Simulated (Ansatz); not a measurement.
# Na: pressure up to the limit of the methods, part 2 of 2

Aim: compress Na (simple hexagonal type) step by step, far beyond the usual range, and follow pressure and electronic structure. The runs shown use LAPW, crystal datasets and norm-conserving. Companion runs by PAW are cited. Its runs: the reference run (LAPW); volume scaled by 1 (crystal datasets and norm-conserving); volume scaled by 0.95 (LAPW and crystal datasets); volume scaled by 0.85 (LAPW, crystal datasets and norm-conserving); volume scaled by 0.75 (LAPW, crystal datasets and norm-conserving); volume scaled by 0.65 (LAPW); volume scaled by 0.55 (LAPW and crystal datasets); volume scaled by 0.45 (LAPW); volume scaled by 0.4 (LAPW, crystal datasets and norm-conserving).

Ansatz 0.2.0; DFT PBE; a cell built from a prototype (simple hexagonal type), not taken from measurement. «Crystal datasets» are all-electron PAW datasets made for this crystal. The steps go on from the part before.

**13. Volume scaled by 0.65, LAPW**

Input file input.yaml:

```yaml
crystal:
  lattice:
    - [3.1362732506, 0.0, 0.0]
    - [-1.5681366253, 2.7160923082, 0.0]
    - [0.0, 0.0, 2.9336900768]
  atoms:
    - { symbol: Na, position: [0.0, 0.0, 0.0] }
kpoints:
  mp_grid: { grid: [13, 13, 12] }
scf:
  occupations: { method: fermi_dirac, width: 0.08 }
hamiltonian:
  xc: pbe
  pseudopotentials: { kind: all_electron, lapw: { basis_error: 0.001 } }
output:
  forces: true
  stress: true
  eigenvalues: true
  populations: true
```

Launch:

```sh
$ ansatz run input.yaml --threads 1 --pin off --max-ram 2048MiB --backend cpu --events-out ev --progress --plain --runs-dir out
```

The program printed (excerpt; [...] marks lines left out):

```text
Na: projections on atomic orbitals take those of the free atom 1s2 2s2 2p6 3s1, of charge +0.00 (hamiltonian.pseudopotentials.projection_atoms)
LAPW: plane waves up to 6.205 Å⁻¹, error target 1.0e-3 eV per atom; small_component_spin mean_spin; Na in spheres of 1.467 Å, 9 of its electrons in bands, Dirac shells []
[...]
Pseudopotentials: kind: all_electron
[...]
        6.686826      -0.000000       0.000000
       -0.000000       6.686826       0.000000
        0.000000       0.000000       6.341855
  P = ⅓ Tr σ = 6.5718 GPa (65.718 kbar)
--- Band table (eV; the first three rows and the last of 147) ---
  k-point 0: bands = ["-49.4061", "-21.2601", "-21.2601", "-21.2464", "-0.5610", "14.3260", "16.5389", "17.1259", "17.1259"]
[...]
--- Löwdin populations: 1 site ---
  site symbol       q [e]
     0     Na     10.9432
  spilling = 0.005166 (of n_electrons = 11.000000)
```

It took 7.8 s on 1 thread of Intel Xeon Platinum 8259CL at 2.50GHz (Skylake/Cascade Lake), shared host; peak memory 0.26 GiB.

Read from it: pressure 6.57 GPa; no gap.

**14. Volume scaled by 0.55, LAPW**

Edit input.yaml of step 13 so:

```diff
@@ -2,5 +2,5 @@
   lattice:
-    - [3.1362732506, 0.0, 0.0]
-    - [-1.5681366253, 2.7160923082, 0.0]
-    - [0.0, 0.0, 2.9336900768]
+    - [2.9676470437, 0.0, 0.0]
+    - [-1.4838235219, 2.5700577293, 0.0]
+    - [0.0, 0.0, 2.7724700201]
   atoms:
```

Launch:

```sh
$ ansatz run input.yaml --threads 1 --pin off --max-ram 2048MiB --backend cpu --events-out ev --progress --plain --runs-dir out
```

The program printed (excerpt; [...] marks lines left out):

```text
Na: projections on atomic orbitals take those of the free atom 1s2 2s2 2p6 3s1, of charge +0.00 (hamiltonian.pseudopotentials.projection_atoms)
LAPW: plane waves up to 6.690 Å⁻¹, error target 1.0e-3 eV per atom; small_component_spin mean_spin; Na in spheres of 1.386 Å, 9 of its electrons in bands, Dirac shells []
[...]
[... 1 set-up line as earlier in the session ...]
[...]
       12.607495      -0.000000      -0.000000
       -0.000000      12.607495      -0.000000
       -0.000000      -0.000000      12.182696
  P = ⅓ Tr σ = 12.4659 GPa (124.659 kbar)
--- Band table (eV; the first three rows and the last of 147) ---
  k-point 0: bands = ["-48.3595", "-20.1666", "-20.1666", "-20.1431", "0.1392", "16.3854", "19.2556", "19.4612", "19.4612"]
[...]
--- Löwdin populations: 1 site ---
  site symbol       q [e]
     0     Na     10.9443
  spilling = 0.005067 (of n_electrons = 11.000000)
```

It took 6.6 s on 1 thread of Intel Xeon Platinum 8259CL at 2.50GHz (Skylake/Cascade Lake), shared host; peak memory 0.25 GiB.

This run gives: pressure 12.47 GPa; no gap.

**15. Volume scaled by 0.55, crystal datasets**

Edit input.yaml of step 14 so:

```diff
@@ -13,3 +13,3 @@
   xc: pbe
-  pseudopotentials: { kind: all_electron, lapw: { basis_error: 0.001 } }
+  pseudopotentials: { kind: all_electron, datasets: crystal }
 output:
@@ -18,2 +18 @@
   eigenvalues: true
-  populations: true
```

Launch:

```sh
$ ansatz run input.yaml --threads 1 --pin off --max-ram 2048MiB --backend cpu --events-out ev --progress --plain --runs-dir out
```

The program printed (excerpt; [...] marks lines left out):

```text
[...]
[... 3 set-up lines as earlier in the session ...]
[...]
Crystal: 1 atoms, lattice volume = 21.146 Å³
Basis set: ecut = 160 eV, 95 PW (Γ), exchange–correlation on 30×30×24 points (8 copies of the dense FFT grid, shifted against one another)
[...]
--- Forces (eV/Å), atoms counted from 1 ---
  atom   1  Na     0.00000000    -0.00000000     0.00000000
[...]
--- Stress (GPa, compression-positive) ---
       12.604979      -0.000000       0.000000
       -0.000000      12.604979      -0.000000
        0.000000      -0.000000      12.182397
  P = ⅓ Tr σ = 12.4641 GPa (124.641 kbar)
--- Band table (eV; the first three rows and the last of 147) ---
  k-point 0: bands = ["-48.3593", "-20.1665", "-20.1665", "-20.1430", "0.1393", "16.3857", "19.2556"]
[...]
```

It took 8.8 s on 1 thread of Intel Xeon Platinum 8259CL at 2.50GHz (Skylake/Cascade Lake), shared host; peak memory 0.3 GiB.

Result: pressure 12.46 GPa; no gap.

**16. Volume scaled by 0.45, LAPW**

Input file input.yaml:

```yaml
crystal:
  lattice:
    - [2.7735937748, 0.0, 0.0]
    - [-1.3867968874, 2.4020026688, 0.0]
    - [0.0, 0.0, 2.5969014513]
  atoms:
    - { symbol: Na, position: [0.0, 0.0, 0.0] }
kpoints:
  mp_grid: { grid: [13, 13, 12] }
scf:
  occupations: { method: fermi_dirac, width: 0.08 }
hamiltonian:
  xc: pbe
  pseudopotentials: { kind: all_electron, lapw: { basis_error: 0.001 } }
output:
  forces: true
  stress: true
  eigenvalues: true
  populations: true
```

Launch:

```sh
$ ansatz run input.yaml --threads 1 --pin off --max-ram 2048MiB --backend cpu --events-out ev --progress --plain --runs-dir out
```

The program printed (excerpt; [...] marks lines left out):

```text
Na: projections on atomic orbitals take those of the free atom 1s2 2s2 2p6 3s1, of charge +0.00 (hamiltonian.pseudopotentials.projection_atoms)
LAPW: plane waves up to 7.269 Å⁻¹, error target 1.0e-3 eV per atom; small_component_spin mean_spin; Na in spheres of 1.298 Å, 9 of its electrons in bands, Dirac shells []
[...]
[... 1 set-up line as earlier in the session ...]
[...]
       24.552234      -0.000000      -0.000000
       -0.000000      24.552234      -0.000000
       -0.000000      -0.000000      23.890716
  P = ⅓ Tr σ = 24.3317 GPa (243.317 kbar)
--- Band table (eV; the first three rows and the last of 147) ---
  k-point 0: bands = ["-46.9584", "-18.6659", "-18.6659", "-18.6292", "1.2305", "19.1397", "22.6952", "22.6952", "22.9312"]
[...]
--- Löwdin populations: 1 site ---
  site symbol       q [e]
     0     Na     10.9454
  spilling = 0.004963 (of n_electrons = 11.000000)
```

Run time: 7.4 s. Hardware: 1 thread of Intel Xeon Platinum 8259CL at 2.50GHz (Skylake/Cascade Lake), shared host; peak memory 0.27 GiB.

In short: pressure 24.33 GPa; no gap.

**17. Volume scaled by 0.4, LAPW**

Input file input.yaml:

```yaml
crystal:
  lattice:
    - [2.6633010907, 0.0, 0.0]
    - [-1.3316505454, 2.3064864025, 0.0]
    - [0.0, 0.0, 2.5035030253]
  atoms:
    - { symbol: Na, position: [0.0, 0.0, 0.0] }
kpoints:
  mp_grid: { grid: [13, 13, 12] }
  band_path:
    path:
      - [0.0, 0.0, 0.0]
      - [0.5, 0.0, 0.0]
      - [0.3333333333, 0.3333333333, 0.0]
      - [0.0, 0.0, 0.0]
      - [0.0, 0.0, 0.5]
      - [0.5, 0.0, 0.5]
      - [0.3333333333, 0.3333333333, 0.5]
      - [0.0, 0.0, 0.5]
      - [0.5, 0.0, 0.5]
    npoints: 8
scf:
  occupations: { method: fermi_dirac, width: 0.08 }
hamiltonian:
  xc: pbe
  pseudopotentials: { kind: all_electron, lapw: { basis_error: 0.001 } }
output:
  forces: true
  stress: true
  eigenvalues: true
  populations: true
  dos: { projected: true, de: 0.2, e_range: [-14, 8] }
```

Launch:

```sh
$ ansatz run input.yaml --threads 1 --pin off --max-ram 2048MiB --backend cpu --events-out ev --progress --plain --runs-dir out
```

The program printed:

```text
Na: projections on atomic orbitals take those of the free atom 1s2 2s2 2p6 3s1, of charge +0.00 (hamiltonian.pseudopotentials.projection_atoms)
LAPW: plane waves up to 7.594 Å⁻¹, error target 1.0e-3 eV per atom; small_component_spin mean_spin; Na in spheres of 1.252 Å, 9 of its electrons in bands, Dirac shells []
Engine: ansatz 0.2.0
[... 3 set-up lines as earlier in the session ...]
  parameter kappa = 0.804
  parameter beta = 0.06672455060314922
  exchange = pbe_x(kappa = kappa, mu = beta*pi^2/3)
  correlation = pbe_c(beta = beta)
Crystal: 1 atoms, lattice volume = 15.379 Å³
Basis set: ecut = 219.68859204335448 eV, 109 PW (Γ), exchange–correlation at level 2
Bands: 9, of which v1, the nominal top of the filled ones, is band 5 counted from 1 (4 counted from 0)
Symmetry: 24 space group operations
Space group: P6/mmm (ITA 191), of the structure as read, at distance tolerance 2.5e-5 Å
k-points: 147 of 2028
Non-local potential: Na, projectors of the file, none
Initial density: superposition of atomic densities (chi_scale 0.1, normalization cell)
Initial wavefunctions: plane waves of lowest kinetic energy (no species holds an atomic orbital)
Functional: x = pbe(κ = 0.804, μ = 0.2195149727645171), c = pbe(β = 0.06672455060314922)
iter 1 solved again at ethr=3.04e-4 eV; its pass at ethr=1.00e-1 eV (dr2=2.74e-2 eV) is discarded
SCF iter   1: F=—  HF=-4418.834633 eV  |F-HF|=—  |Δ(HF+E_count)|=         —  Δρ=1.27e-2  dr2=2.74e-2  ethr=3.04e-4  ⟨swp⟩=3.1  Hψ=9472  notcnv=0
preconditioner: auto → none  [metal: Δε(μ)=0.036 eV  Ē_g=13.003 eV  σ=0.080 eV  W_gap=0.11  n_scr=0 (ndim 8)  ℏωp=9.5 eV  f_vac=0.000  D(μ)=0.30/eV (n_scr^D=0)]
SCF iter   2: F=—  HF=-4418.822724 eV  |F-HF|=—  |Δ(HF+E_count)|=   1.19e-2  Δρ=6.00e-3  dr2=6.13e-3  ethr=3.04e-4  ⟨swp⟩=2.0  Hψ=3183  notcnv=0
iter 3 solved again at ethr=1.77e-6 eV; its pass at ethr=6.81e-5 eV (dr2=1.59e-4 eV) is discarded
SCF iter   3: F=—  HF=-4418.821448 eV  |F-HF|=—  |Δ(HF+E_count)|=   1.28e-3  Δρ=9.87e-4  dr2=1.59e-4  ethr=1.77e-6  ⟨swp⟩=2.0  Hψ=5778  notcnv=0
SCF iter   4: F=—  HF=-4418.821266 eV  |F-HF|=—  |Δ(HF+E_count)|=   1.82e-4  Δρ=6.84e-5  dr2=7.46e-7  ethr=1.77e-6  ⟨swp⟩=2.0  Hψ=3183  notcnv=0
SCF iter   5: F=-4418.821268 eV  HF=-4418.821268 eV  |F-HF|=8.02e-9  |Δ(HF+E_count)|=   1.53e-6  Δρ=5.19e-6  dr2=3.99e-9  ethr=8.29e-9  ⟨swp⟩=2.3  Hψ=3231  notcnv=0
SCF 1 converged in 5 iterations: F = -4418.821268 eV  dr2 = 3.99e-9
NSCF: frozen V_eff on 65 k-points
SCF converged after 5 iterations
Free energy (F): -4418.821268 eV
Harris-Foulkes:  -4418.821268 eV  (|F-HF|=8.02e-9)
Internal energy: -4418.814960 eV  (E = F + TS)
E sigma→0 (E₀):  -4418.818114 eV
Entropy (-TS):   -0.006308 eV (-6.308 meV/atom)
Fermi energy:    7.738046 eV
--- Per-component energies (eV) ---
  E_band       = -193.758973
  E_kinetic    = 4431.598462
  E_xc         = -392.873014
  E_electrostatic = -8457.540408  (all electrons and nuclei)
  E_smearing   = -0.006308  (= −TS)
  E_closure    = 0.000000  (closes the sum)
  E_atoms      = -4418.770368  (free atoms, spherical and without spin; not in F)
  Σ components = -4418.821268   (vs F -4418.821268, Δ=0.00e0)
  Basis errors (estimates in eV, not in F): energy 2.9e-4 per atom: plane waves 2.8e-4 (1.6e-4 summed), levels above the bands 1.7e-98, relativity 7.9e-9, radial functions 1.2e-5, core shells 5.3e-13; eigenvalues (radial functions only) 2.4e-5; not estimated: angular momenta, meshes, grids; target (lapw.basis_error) 1.0e-3; muffin-tin radii Na 1.252 Å
--- Forces (eV/Å), atoms counted from 1 ---
  atom   1  Na    -0.00000000     0.00000000     0.00000000
  max |Σ_I F_I| component: 3.29e-32 eV/Å
--- Stress (GPa, compression-positive) ---
       35.270310      -0.000000       0.000000
       -0.000000      35.270310       0.000000
        0.000000       0.000000      34.335849
  P = ⅓ Tr σ = 34.9588 GPa (349.588 kbar)
--- Band table (eV; the first three rows and the last of 147) ---
  k-point 0: bands = ["-46.0589", "-17.6737", "-17.6737", "-17.6324", "2.0288", "20.8979", "24.8519", "24.8519", "25.2930"]
  k-point 1: bands = ["-46.0531", "-17.6806", "-17.6698", "-17.6698", "2.2120", "19.5691", "25.0082", "25.0082", "26.5464"]
  k-point 2: bands = ["-46.0371", "-17.8109", "-17.6589", "-17.6589", "2.7522", "17.1989", "25.4737", "25.4737", "27.6571"]
  k-point 146: bands = ["-45.8761", "-18.1463", "-18.0266", "-17.9423", "13.1633", "14.7529", "15.4449", "16.4958", "17.6059"]
--- Löwdin populations: 1 site ---
  site symbol       q [e]
     0     Na     10.9455
  spilling = 0.004952 (of n_electrons = 11.000000)
```

Run time: 13 s. Hardware: 1 thread of Intel Xeon Platinum 8259CL at 2.50GHz (Skylake/Cascade Lake), shared host; peak memory 0.28 GiB.

Read from it: pressure 34.96 GPa; no gap.

At the corners of the path (eV, zero at the Fermi level):

```csv
point,band 1,band 2,band 3,band 4,band 5,band 6,band 7
Γ,-53.80,-25.41,-25.41,-25.37,-5.71,13.16,17.11
M,-53.70,-26.03,-25.54,-25.30,0.58,1.83,12.73
K,-53.69,-25.83,-25.83,-25.30,2.33,2.33,6.19
Γ,-53.80,-25.41,-25.41,-25.37,-5.71,13.16,17.11
A,-53.71,-26.06,-25.35,-25.35,-0.47,1.23,21.28
L,-53.62,-25.90,-25.90,-25.47,3.90,6.72,6.81
H,-53.61,-25.88,-25.73,-25.73,6.24,6.24,8.25
A,-53.71,-26.06,-25.35,-25.35,-0.47,1.23,21.28
L,-53.62,-25.90,-25.90,-25.47,3.90,6.72,6.81
```

States per cell, counted by energy window (eV from the Fermi level, on a grid of 0.20 eV):

```csv
from,to,total,Na 3s
-6,-5,0.02,0.02
-5,-4,0.10,0.09
-4,-3,0.15,0.14
-3,-2,0.19,0.18
-2,-1,0.23,0.22
-1,0,0.29,0.24
0,1,0.35,0.22
1,2,0.30,0.15
2,3,0.30,0.14
3,4,0.38,0.12
4,5,0.34,0.09
```

**18. Volume scaled by 0.4, crystal datasets**

Input file input.yaml:

```yaml
crystal:
  lattice:
    - [2.6633010907, 0.0, 0.0]
    - [-1.3316505454, 2.3064864025, 0.0]
    - [0.0, 0.0, 2.5035030253]
  atoms:
    - { symbol: Na, position: [0.0, 0.0, 0.0] }
kpoints:
  mp_grid: { grid: [13, 13, 12] }
scf:
  occupations: { method: fermi_dirac, width: 0.08 }
hamiltonian:
  xc: pbe
  pseudopotentials: { kind: all_electron, datasets: crystal }
output:
  forces: true
  stress: true
  eigenvalues: true
```

Launch:

```sh
$ ansatz run input.yaml --threads 1 --pin off --max-ram 2048MiB --backend cpu --events-out ev --progress --plain --runs-dir out
```

The program printed (excerpt; [...] marks lines left out):

```text
[...]
[... 1 set-up line as earlier in the session ...]
Pseudopotential: Na, paw, valence charge 9, recommended cutoff 220 eV (normal), Koelling and Harmon's equation, gaussian nucleus
[... 1 set-up line as earlier in the session ...]
[...]
Crystal: 1 atoms, lattice volume = 15.379 Å³
Basis set: ecut = 220 eV, 109 PW (Γ), exchange–correlation on 30×30×30 points (8 copies of the dense FFT grid, shifted against one another)
[...]
--- Forces (eV/Å), atoms counted from 1 ---
  atom   1  Na    -0.00000000    -0.00000000     0.00000000
[...]
--- Stress (GPa, compression-positive) ---
       35.265556      -0.000000       0.000000
       -0.000000      35.265556       0.000000
        0.000000       0.000000      34.329627
  P = ⅓ Tr σ = 34.9536 GPa (349.536 kbar)
--- Band table (eV; the first three rows and the last of 147) ---
  k-point 0: bands = ["-46.0591", "-17.6740", "-17.6740", "-17.6327", "2.0286", "20.8975", "24.8516"]
[...]
```

Run time: 6.5 s. Hardware: 1 thread of Intel Xeon Platinum 8259CL at 2.50GHz (Skylake/Cascade Lake), shared host; peak memory 0.31 GiB.

In short: pressure 34.95 GPa; no gap.

**19. Volume scaled by 0.4, norm-conserving**

Edit input.yaml of step 18 so:

```diff
@@ -13,3 +13,3 @@
   xc: pbe
-  pseudopotentials: { kind: all_electron, datasets: crystal }
+  pseudopotentials: { kind: nc }
 output:
```

Launch:

```sh
$ ansatz run input.yaml --threads 1 --pin off --max-ram 2048MiB --backend cpu --events-out ev --progress --plain --runs-dir out
```

The program printed (excerpt; [...] marks lines left out):

```text
[...]
[... 3 set-up lines as earlier in the session ...]
[...]
Crystal: 1 atoms, lattice volume = 15.379 Å³
Basis set: ecut = 1197.300995 eV, 1437 PW (Γ), exchange–correlation on 64×64×60 points (8 copies of the dense FFT grid, shifted against one another)
[...]
--- Forces (eV/Å), atoms counted from 1 ---
  atom   1  Na    -0.00000000     0.00000000     0.00000000
[...]
--- Stress (GPa, compression-positive) ---
       35.281254      -0.000000       0.000000
       -0.000000      35.281254       0.000000
        0.000000       0.000000      34.347017
  P = ⅓ Tr σ = 34.9698 GPa (349.698 kbar)
--- Band table (eV; the first three rows and the last of 147) ---
  k-point 0: bands = ["-45.8322", "-17.4893", "-17.4893", "-17.4468", "2.2376", "21.1086", "25.0642", "25.0642", "25.5026"]
[...]
```

Run time: 5.9 s. Hardware: 1 thread of Intel Xeon Platinum 8259CL at 2.50GHz (Skylake/Cascade Lake), shared host; peak memory 0.31 GiB.

Result: pressure 34.97 GPa; no gap.

**20. All runs together**

The PAW rows are taken from companion runs at the same settings.

| method | volume over the first | volume (Å³/atom) | pressure (GPa) | SCF cycles, all passes |
| --- | --- | --- | --- | --- |
| LAPW | 1 | 38.447 | 0.00 | 6 |
| LAPW | 0.95 | 36.524 | 0.39 | 6 |
| LAPW | 0.85 | 32.680 | 1.51 | 6 |
| LAPW | 0.75 | 28.835 | 3.36 | 6 |
| LAPW | 0.65 | 24.990 | 6.57 | 6 |
| LAPW | 0.55 | 21.146 | 12.47 | 5 |
| LAPW | 0.45 | 17.301 | 24.33 | 6 |
| LAPW | 0.4 | 15.379 | 34.96 | 5 |
| PAW | 1 | 38.447 | -0.01 | 6 |
| PAW | 0.95 | 36.524 | 0.38 | 6 |
| PAW | 0.85 | 32.680 | 1.49 | 6 |
| PAW | 0.75 | 28.835 | 3.35 | 6 |
| PAW | 0.65 | 24.990 | 6.55 | 6 |
| PAW | 0.55 | 21.146 | 12.45 | 6 |
| PAW | 0.45 | 17.301 | 24.34 | 6 |
| PAW | 0.4 | 15.379 | 34.99 | 6 |
| PAW (partial_waves polarizable) | 1 | 38.447 | -0.01 | 6 |
| PAW (partial_waves polarizable) | 0.4 | 15.379 | 34.99 | 6 |
| crystal datasets | 1 | 38.447 | 0.00 | 9 |
| crystal datasets | 0.95 | 36.524 | 0.39 | 9 |
| crystal datasets | 0.85 | 32.680 | 1.51 | 7 |
| crystal datasets | 0.75 | 28.835 | 3.36 | 7 |
| crystal datasets | 0.55 | 21.146 | 12.46 | 7 |
| crystal datasets | 0.4 | 15.379 | 34.95 | 6 |
| norm-conserving | 1 | 38.447 | 0.00 | 6 |
| norm-conserving | 0.85 | 32.680 | 1.51 | 6 |
| norm-conserving | 0.75 | 28.835 | 3.36 | 6 |
| norm-conserving | 0.4 | 15.379 | 34.97 | 6 |

**21. Results**

This closing draws on all 2 parts.

| quantity | value |
| --- | --- |
| LAPW pressure at 0.4 of the volume | 35.0 GPa |
| PAW pressure at 0.4 of the volume | 35.0 GPa |
| PAW (partial_waves polarizable) pressure at 0.4 of the volume | 35.0 GPa |
| crystal datasets pressure at 0.4 of the volume | 35.0 GPa |
| norm-conserving pressure at 0.4 of the volume | 35.0 GPa |
| fitted bulk modulus at zero pressure (LAPW) | 6.5 GPa |
| its pressure derivative | 3.86 |

By LAPW the pressure climbs to 35 GPa at 0.4 of the first volume. One third-order Birch-Murnaghan curve follows these points (B₀ = 6.5 GPa, B′ = 3.86, misfit at most 0.04 GPa). A fit over so wide a range leans to the high pressures, so B₀ can be off by several per cent. Where LAPW's pressure is over 3 GPa, PAW's departs from it by at most 0.5 %, at 0.75 of the volume. The ions are at rest, and the electrons smeared by 0.08 eV.
